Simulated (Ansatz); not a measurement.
(100) slab cut from the bulk of InP, 15 Å of vacuum:

```
CELL_PARAMETERS angstrom
4.15650 0.00000 0.00000
0.00000 4.15650 0.00000
0.00000 0.00000 26.75636
ATOMIC_POSITIONS crystal
P 0.00000 0.50000 0.28031
In 0.50000 0.50000 0.33523
P 0.50000 0.00000 0.39015
In 0.00000 0.00000 0.44508
P 0.00000 0.50000 0.50000
In 0.50000 0.50000 0.55492
P 0.50000 0.00000 0.60985
In 0.00000 0.00000 0.66477
P 0.00000 0.50000 0.71969
```

Theory: DFT PBEsol, scalar-relativistic, plane waves, PAW in Ansatz 0.2.0. Cutoff 420 eV; k points 8×8×1 on the computed 9-atom cell (Γ-centred); Gaussian smearing, width 0.05 eV; no spin polarisation. The cell repeats along c with a dipole correction in the vacuum.

This base run converges in 8 iterations with a largest force of 0.332 eV/Å and a work function of 6.20 eV on the top face.

One setting at a time is then changed, some of them on purpose to poor values; changes count from the base run, energies are extrapolated to zero smearing, atoms stay where they are, a change of functional drops any dispersion correction, and risky runs are capped at 50 to 100 iterations. The slab isn't stoichiometric (In4P5).

Question: What happens with dipole ramp at c = 0.76?

Answer: It converges in 23 iterations; ΔE (meV/atom) +58.3, largest force (eV/Å) 2.634, largest change of a force (eV/Å) 2.500. The vacuum level falls under the Fermi level and electrons spill into the vacuum, so these numbers aren't the slab's own response.

Question: What happens with cutoff 120 eV?

Answer: It converges in 12 iterations; ΔE (meV/atom) +68731.5, Δφ top (eV) +2.18, largest force (eV/Å) 0.638, largest change of a force (eV/Å) 0.966.

Question: What happens with occupations methfessel-paxton 0.2 eV?

Answer: It converges in 9 iterations; ΔE (meV/atom) +0.3, Δφ top (eV) -0.01, largest force (eV/Å) 0.366, largest change of a force (eV/Å) 0.039.

Question: What happens with the slab thinned to 7 atoms (same faces, atoms at the bulk's places)?

Answer: It converges in 10 iterations; Δφ top (eV) -0.10, largest force (eV/Å) 0.436.

Question: What happens with functional r2SCAN (500 eV)?

Answer: It converges in 9 iterations; Δφ top (eV) +0.25, largest force (eV/Å) 0.386, largest change of a force (eV/Å) 0.077.

The smearing is narrow for a metal on this mesh. In some of the runs (ramp position 0.76, cutoff 120) charge leaks into the vacuum, so their work functions can be off.

Cost: 10 runs of about 9.1 core-minutes in all, on Intel Xeon Platinum 8488C (Sapphire Rapids) (shared hosts).